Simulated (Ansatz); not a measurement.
This Ansatz 0.2.0 run on ZrS needs a look.

Contents of input.yaml:

```yaml
crystal:
  lattice:
    - [0.0, 2.625, 2.625]
    - [2.625, 0.0, 2.625]
    - [2.625, 2.625, 0.0]
  atoms:
    - { symbol: Zr, position: [0.0, 0.0, 0.0] }
    - { symbol: S, position: [0.5, 0.5, 0.5] }
hamiltonian:
  xc: lda
  pseudopotentials: { kind: nc }
kpoints:
  mp_grid: { grid: [5, 5, 5] }
  band_path:
    path:
      - [[0.0, 0.0, 0.0], [0.5, 0.0, 0.5], [0.5, 0.25, 0.75], [0.375, 0.375, 0.75], [0.0, 0.0, 0.0], [0.5, 0.5, 0.5], [0.625, 0.25, 0.625], [0.5, 0.25, 0.75], [0.5, 0.5, 0.5], [0.375, 0.375, 0.75]]
      - [[0.625, 0.25, 0.625], [0.5, 0.0, 0.5]]
    npoints: 14
scf:
  occupations: { method: fermi_dirac, width: 0.05 }
  n_extra_bands: 6
  max_iter: 60
output:
  forces: true
  stress: true
  eigenvalues: true
  fatbands: false
magnetization:
  spin_polarized: true
  spin_orbit: true
```

Potentials or basis: as the typed override names.

Command:

```sh
$ ansatz run input.yaml --threads 2 --pin off --max-ram 5632MiB --backend cpu --events-out ev --progress --plain --runs-dir out
```

Output:

```text
Error: 2 input errors — fix all and re-run
  1. inconsistent input (magnetization.spin_orbit, magnetization.noncollinear): true requires noncollinear: true — spin–orbit coupling acts on 2-spinor wavefunctions; set both flags
  2. inconsistent input (magnetization.spin_orbit, hamiltonian.pseudopotentials.kind): true requires a fully-relativistic hamiltonian.pseudopotentials.kind (nc_fr or paw_fr), or kind: all_electron without datasets and azcp, which then solves Dirac's equation on LAPW. paw_fr resolves this project's PAW files (source: ansatz) by j as it reads them
```

Question: How did it end, and where is the flaw?

Answer: The input was rejected before any iteration. The input holds a flaw that was put in on purpose: spin-orbit coupling on scalar files (magnetization = spin_polarized True, spin_orbit True; hamiltonian.pseudopotentials = kind nc).
